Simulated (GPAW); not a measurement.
# ZrB2 (P6/mmm) in GPAW: a series of runs

The runs below take ZrB2 through single point, relaxation of cell and atoms, with PBE, r2SCAN.

All numbers are computed with GPAW 26.7.0; they aren't measurements. Logs are shortened: lines on timing, memory, paths and dates and some standing lists are left out, and cuts for length are marked. The log counts tension as positive stress, the text compression.

### 1 The crystal as given

It takes space group P6/mmm (No. 191, hexagonal). The conventional cell has a = 3.170 Å, b = 3.170 Å, c = 3.533 Å, α = 90.00°, β = 90.00°, γ = 120.00°. Around Zr (site symmetry 6/mmm) lie 12 B at 2.54 Å. B (site symmetry -6m2) has 3 B at 1.83 Å as nearest neighbours.

### 2 Single point, PBE

run.py

```python
from ase import Atoms
from ase.dft.bandgap import bandgap
from ase.io import write
from ase.units import GPa
from gpaw import GPAW, PW

atoms = Atoms(['Zr', 'B', 'B'],
              cell=[[3.17, 0.0, 0.0],
                    [-1.585, 2.74530053, 0.0],
                    [0.0, 0.0, 3.533]],
              scaled_positions=[[0.0, 0.0, 0.0],
                                [0.6666666667, 0.3333333333, 0.5],
                                [0.3333333333, 0.6666666667, 0.5]],
              pbc=True)

calc = GPAW(mode=PW(800),
            xc='PBE',
            kpts={'size': (10, 10, 8), 'gamma': True},
            occupations={'name': 'methfessel-paxton', 'order': 0, 'width': 0.014},
            nbands=20,
            convergence={'density': 1e-05, 'energy': 1e-05},
            maxiter=150,
            txt='gpaw.txt')
atoms.calc = calc
energy = atoms.get_potential_energy()
forces = atoms.get_forces()
stress = atoms.get_stress()
calc.write('gs.gpw')
write('result.traj', atoms)
print(f'Energy: {energy:.6f} eV')
print('Forces (eV/A):')
print(forces.round(4))
print('Stress (GPa):', (stress / GPa).round(3))
print('Fermi level:', round(calc.get_fermi_level(), 4), 'eV')
print(f'Gap: {bandgap(calc)[0]:.4f} eV, direct: {bandgap(calc, direct=True)[0]:.4f} eV')
```

Potentials or basis: GPAW PAW data sets (gpaw-data 1.2.1), pw.

The run is started by

```console
> OMP_NUM_THREADS=1 python run.py
```

gpaw.txt:

```text
__  _  _
 | _ |_)|_||  |
 |__||  | ||/\| - 26.7.0

Input parameters:
  mode=PW(ecut=800.0),
  convergence={'density': 1e-05, 'energy': 1e-05},
  kpts=MonkhorstPack(size=(10, 10, 8), gamma=True),
  maxiter=150,
  nbands=20,
  occupations=Occupations(name='methfessel-paxton', order=0, width=0.014),
  xc=XC(name='PBE')

Diagonalizing LCAO Hamiltonian
Converting LCAO to pw mode

         B  B

       Zr

Atoms  # Å, Bohr magnetons
|   | symbol |         x |        y |        z |    initial magnetic moments |
|---|--------|-----------|----------|----------|-----------------------------|
| 0 |     Zr |  0.000000 | 0.000000 | 0.000000 | ( 0.0000,  0.0000,  0.0000) |
| 1 |      B |  1.585000 | 0.915100 | 1.766500 | ( 0.0000,  0.0000,  0.0000) |
| 2 |      B | -0.000000 | 1.830200 | 1.766500 | ( 0.0000,  0.0000,  0.0000) |

Unit cell  # Å
| periodic |         x |        y |        z |  lengths |     angles |
|----------|-----------|----------|----------|----------|------------|
|      yes |  3.170000 | 0.000000 | 0.000000 | 3.170000 |  90.000000 |
|      yes | -1.585000 | 2.745301 | 0.000000 | 3.170000 |  90.000000 |
|      yes |  0.000000 | 0.000000 | 3.533000 | 3.533000 | 120.000000 |

Number of symmetries: 24
Symmetry operations  # r_c * U_cc + t_c -> r_c
|    | kind |            matrix            |
|----|------|------------------------------|
|  0 |  σ   |  1, 1, 0,  0,-1, 0,  0, 0, 1 |
|  1 |  C2  |  1, 1, 0,  0,-1, 0,  0, 0,-1 |
|  2 |  C6  |  1, 1, 0, -1, 0, 0,  0, 0, 1 |
|  3 |  S6  |  1, 1, 0, -1, 0, 0,  0, 0,-1 |
|  4 |  E   |  1, 0, 0,  0, 1, 0,  0, 0, 1 |
|  5 |  σ   |  1, 0, 0,  0, 1, 0,  0, 0,-1 |
|  6 |  σ   |  1, 0, 0, -1,-1, 0,  0, 0, 1 |
|  7 |  C2  |  1, 0, 0, -1,-1, 0,  0, 0,-1 |
|  8 |  σ   |  0, 1, 0,  1, 0, 0,  0, 0, 1 |
|  9 |  C2  |  0, 1, 0,  1, 0, 0,  0, 0,-1 |
| 10 |  C3  |  0, 1, 0, -1,-1, 0,  0, 0, 1 |
| 11 |  S3  |  0, 1, 0, -1,-1, 0,  0, 0,-1 |
| 12 |  C6  |  0,-1, 0,  1, 1, 0,  0, 0, 1 |
| 13 |  S6  |  0,-1, 0,  1, 1, 0,  0, 0,-1 |
| 14 |  σ   |  0,-1, 0, -1, 0, 0,  0, 0, 1 |
| 15 |  C2  |  0,-1, 0, -1, 0, 0,  0, 0,-1 |
| 16 |  σ   | -1, 0, 0,  1, 1, 0,  0, 0, 1 |
| 17 |  C2  | -1, 0, 0,  1, 1, 0,  0, 0,-1 |
| 18 |  C2  | -1, 0, 0,  0,-1, 0,  0, 0, 1 |
| 19 |  i   | -1, 0, 0,  0,-1, 0,  0, 0,-1 |
| 20 |  C3  | -1,-1, 0,  1, 0, 0,  0, 0, 1 |
| 21 |  S3  | -1,-1, 0,  1, 0, 0,  0, 0,-1 |
| 22 |  σ   | -1,-1, 0,  0, 1, 0,  0, 0, 1 |
| 23 |  C2  | -1,-1, 0,  0, 1, 0,  0, 0,-1 |

BZ-sampling:
  Number of BZ points: 800
  Number of IBZ points: 70

  Monkhorst-Pack size: [10, 10, 8]
  Monkhorst-Pack shift: [0.05, 0.05, 0.0625]

K-points  # in reciprocal-cell coordinates
|     |                                coordinates |     weight |
|-----|--------------------------------------------|------------|
|   0 | (  0.00000000,   0.00000000,   0.00000000) | 0.00125000 |
|   1 | (  0.00000000,   0.00000000,   0.12500000) | 0.00250000 |
|   2 | (  0.00000000,   0.00000000,   0.25000000) | 0.00250000 |
|   3 | (  0.00000000,   0.00000000,   0.37500000) | 0.00250000 |
|   4 | (  0.00000000,   0.00000000,   0.50000000) | 0.00125000 |
|   5 | (  0.10000000,   0.00000000,   0.00000000) | 0.00750000 |
|   6 | (  0.10000000,   0.00000000,   0.12500000) | 0.01500000 |
|   7 | (  0.10000000,   0.00000000,   0.25000000) | 0.01500000 |
|   8 | (  0.10000000,   0.00000000,   0.37500000) | 0.01500000 |
|   9 | (  0.10000000,   0.00000000,   0.50000000) | 0.00750000 |
| ... |                                            |            |
|  69 | (  0.50000000,   0.50000000,   0.50000000) | 0.00375000 |

Plane wave coefficients: 1603
Cutoff: 800.0 eV

Spin-components: 1 (collinear spins)
Bands:           20
Projectors:      16
Spin-degeneracy: 2
Datatype:        complex128

Parallelization:
  kpt:    1
  domain: 1
  band:   1

Density:
  Valence electrons: 18.0
  Components: 1
  Grid points: [21 21 24]
  Charge: 0.0  # |e|

Potential:
  Grid points: [21 21 24]

species:
  Zr:
    name:    Zirconium
    Z:       40.0
    valence: 12
    core:    28
    charge:  0.0  # [|e|]
    compensation charges:
      type: gauss
      rc: 0.40  # [Å]
      lmax: 2
    cutoffs:
      filter: 2.39  # [Å]
      core: 1.59  # [Å]
    projectors
    | kind |    occ | energy [eV] | rcut [Å] |
    |------|--------|-------------|----------|
    |   4s |  2.000 |     -54.478 |    1.323 |
    |   5s |  2.000 |      -4.438 |    1.323 |
    |   4p |  6.000 |     -32.467 |    1.334 |
    |   5p |  0.000 |      -1.470 |    1.334 |
    |   4d |  2.000 |      -3.600 |    1.244 |
    |    d |        |      23.611 |    1.244 |

    Using partial waves for Zr as LCAO basis

  B:
    name:    Boron
    Z:       5.0
    valence: 3
    core:    2
    charge:  0.0  # [|e|]
    compensation charges:
      type: gauss
      rc: 0.20  # [Å]
      lmax: 2
    cutoffs:
      filter: 1.14  # [Å]
      core: 1.38  # [Å]
    projectors
    | kind |    occ | energy [eV] | rcut [Å] |
    |------|--------|-------------|----------|
    |   2s |  2.000 |      -9.443 |    0.635 |
    |   2p |  1.000 |      -3.606 |    0.635 |
    |    s |        |      17.768 |    0.635 |
    |    p |        |      23.605 |    0.635 |
    |    d |        |       0.000 |    0.635 |

    Using partial waves for B as LCAO basis

Reference energy: -99232.550370  # eV

eigensolver:
  PPCG
  Converge bands: occupied
  niter=2

density mixing:
  MSR1-Mixer
  Pratt-step length: 0.05
  Maximum mixing coefficient: 0.75
  Old densities: 10
  SVD Regularization: 0.005
  Good broyden scale: 1.0
  Trust region scale: 1.0
  Backstep threshold: 4.0
  History deletion threshold: 6.0
  Fourier metric: weight=20.0, sigma=0.015

occupation numbers:
  Methfessel-Paxton:
    width: 0.0140  # eV
    order: 0

poisson solver:
  ecut: 6400.0  # eV

xc functional:
  name: PBE with 2 nearest neighbor stencil

convergence criteria:
- Maximum integral of absolute [dens]ity change: 1e-05 electrons / valence electron
- Maximum [total energy] change in last 3 cyles: 1e-05 eV / valence electron
- Maximum integral of absolute [eigenst]ate change: 4e-08 eV^2 / valence electron
maximum number of iterations: 150

SCF iterations
|iter     | |      energy | eigst |  dens |
|---------|-|-------------|-------|-------|
|iter:   1| |  -25.036381 | +0.24 |       |
|iter:   2| |  -24.749571 | -1.75 | -1.00 |
|iter:   3| |  -23.905945 | -1.13 | -1.06 |
|iter:   4| |  -23.909241 | -2.97 | -1.79 |
|iter:   5| |  -23.912820 | -3.72 | -2.10 |
|iter:   6| |  -23.912867 | -4.89 | -2.91 |
|iter:   7| |  -23.912867c| -6.46 | -3.78 |
|iter:   8| |  -23.912867c| -7.76c| -4.34 |
|iter:   9| |  -23.912867c| -8.03c| -5.05c|

Converged in 9 steps
Energy contributions relative to reference atoms: (reference = -99232.550370)

Energy contributions:
  Kinetic:          17.905036
  Coulomb:         -17.141015
  Zero:              0.366661
  External:          0.000000
  Xc:              -25.043487
  Entropy:          -0.000125
  Spinorbit:         0.000000
  ----------------------------
  Free energy:     -23.912930
  Extrapolated:    -23.912867

dipole moment: (-5.772585, -9.998410, -12.867218)  # |e|*Ang

Fermi level: 11.834
Eigenvalues  # (at kpt = [0.000, 0.000, 0.000])
| band index |      eig [eV] | occ [0-2] |
|------------|---------------|-----------|
|          0 |       -36.678 |     2.000 |
|          1 |       -14.872 |     2.000 |
|          2 |       -14.325 |     2.000 |
|          3 |       -14.325 |     2.000 |
|          4 |        -0.772 |     2.000 |
|          5 |         9.333 |     2.000 |
|          6 |         9.333 |     2.000 |
|          7 |         9.380 |     2.000 |
|          8 |         9.605 |     2.000 |
|          9 |        15.355 |     0.000 |
|         10 |        15.355 |     0.000 |
|         11 |        16.126 |     0.000 |
|         12 |        16.126 |     0.000 |
|         13 |        16.820 |     0.000 |
|         14 |        17.113 |     0.000 |
|         15 |        17.113 |     0.000 |
|         16 |        19.757 |     0.000 |
|        ... |               |           |
|         19 |        31.424 |     0.000 |

No gap
No difference between direct/indirect transitions

Forces  # eV/Ang
|        x |        y |       z |
|----------|----------|---------|
|  0.00000 |  0.00000 | 0.00000 |  # Zr   0
| -0.00000 | -0.00000 | 0.00000 |  # B    1
|  0.00000 | -0.00000 | 0.00000 |  # B    2

Stress tensor  # eV/Ang^3
|         x |         y |         z |
|-----------|-----------|-----------|
|  0.002542 | -0.000000 |  0.000000 |
| -0.000000 |  0.002542 |  0.000000 |
|  0.000000 |  0.000000 | -0.003598 |

# Writing to gs.gpw (mode='')
```

It took 42 s on 1 thread of Arm Neoverse V1, shared host; peak memory 0.19 GiB.

What came out:

| Property | Result |
| --- | --- |
| Free energy | -23.9129 eV |
| Pressure | -0.1 GPa |
| Band gap on the k mesh | none (metal or under the smearing width) |

Stress tensor (GPa, compression positive):
```
-0.41  0.00  0.00
 0.00 -0.41  0.00
 0.00  0.00  0.58
```

### 3 Single point, PBE

Edit run.py of step 2 so:

```diff
@@ -3,4 +3,5 @@
 from ase.io import write
-from ase.units import GPa
+from ase.units import Bohr, GPa
 from gpaw import GPAW, PW
+from gpaw.elf import elf_from_dft_calculation
 
@@ -18,3 +19,3 @@
             kpts={'size': (10, 10, 8), 'gamma': True},
-            occupations={'name': 'methfessel-paxton', 'order': 0, 'width': 0.014},
+            occupations={'name': 'methfessel-paxton', 'order': 0, 'width': 0.015},
             nbands=20,
@@ -35 +36,6 @@
 print(f'Gap: {bandgap(calc)[0]:.4f} eV, direct: {bandgap(calc, direct=True)[0]:.4f} eV')
+
+# fields on the real-space grid
+write('density.cube', atoms, data=calc.get_pseudo_density() * Bohr**3)
+write('potential.cube', atoms, data=calc.get_electrostatic_potential())
+write('elf.cube', atoms, data=elf_from_dft_calculation(calc).data)
```

Potentials or basis: GPAW PAW data sets (gpaw-data 1.2.1), pw.

The run is started by

```console
> OMP_NUM_THREADS=1 python run.py
```

Run time: 41 s. Hardware: 1 thread of Arm Neoverse V1, shared host; peak memory 0.19 GiB.

The run converged. Its results:

```yaml
Free_energy: -23.9129 eV
Pressure: -0.1 GPa
Band_gap_on_the_k_mesh: none (metal or under the smearing width)
```

Stress tensor (GPa, compression positive):
```
-0.41  0.00  0.00
 0.00 -0.41  0.00
 0.00  0.00  0.58
```

Levels at points of the mesh, in eV from the Fermi level:
```
           k point  band 5  band 6  band 7  band 8  band 9  band 10  band 11  band 12  band 13  band 14
(0.00, 0.00, 0.00)  -12.61   -2.50   -2.50   -2.45   -2.23     3.52     3.52     4.29     4.29     4.99
(0.00, 0.00, 0.50)  -10.58   -6.84   -0.84   -0.84    0.46     0.46     0.90     0.90     1.95     5.17
(0.50, 0.50, 0.00)   -8.83   -8.39   -3.76   -2.93   -2.55     2.35     2.43     5.04     5.11     6.64
(0.50, 0.50, 0.50)   -9.78   -6.88   -4.48   -4.00   -1.89     3.86     4.21     5.41     6.35     6.59
```

[end of part 1 of 2]
